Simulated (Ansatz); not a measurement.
Ga in Ansatz: the effect of functional

Crystal: Ga.

```xyz
2
Lattice="2.7409 0.0000 0.0000 0.0000 3.2373 0.0000 -1.3253 0.0000 3.9363" Properties=species:S:1:pos:R:3 pbc="T T T"
Ga   -0.6518    2.4279    3.0316
Ga    2.0674    0.8093    0.9047
```

This isn't the form of Ga at room conditions, which is orthorhombic.

The cell isn't the ideal one: volume scaled by 0.96.

Alike in all runs:

| Property | Result |
| --- | --- |
| Program | Ansatz 0.2.0 |
| Task | single point |
| Potentials or basis | Ansatz PAW |
| k mesh | 10 × 8 × 7 |
| Occupations | fermi-dirac, width 0.05 eV |
| Spin | no spin polarisation |

| functional | cutoff | pressure (GPa) | largest force (eV/Å) |
| --- | --- | --- | --- |
| LDA | 420 eV (not typed: the program's choice for these potentials) | -0.4 | 0.08 |
| PBEsol | 420 eV (not typed: the program's choice for these potentials) | 1.9 | 0.09 |
| r2SCAN | 500 eV (not typed: the program's choice for these potentials) | ? | ? |

Question: What does the run with functional r2SCAN give?

Answer: Pressure 2.6 GPa; largest force 0.07 eV/Å.

Caveats: the PAW data sets come from PBE, with cores solved anew for the run's functional, which leaves a small shift of forces and pressure.

Runs at the PBE level aren't shown here.
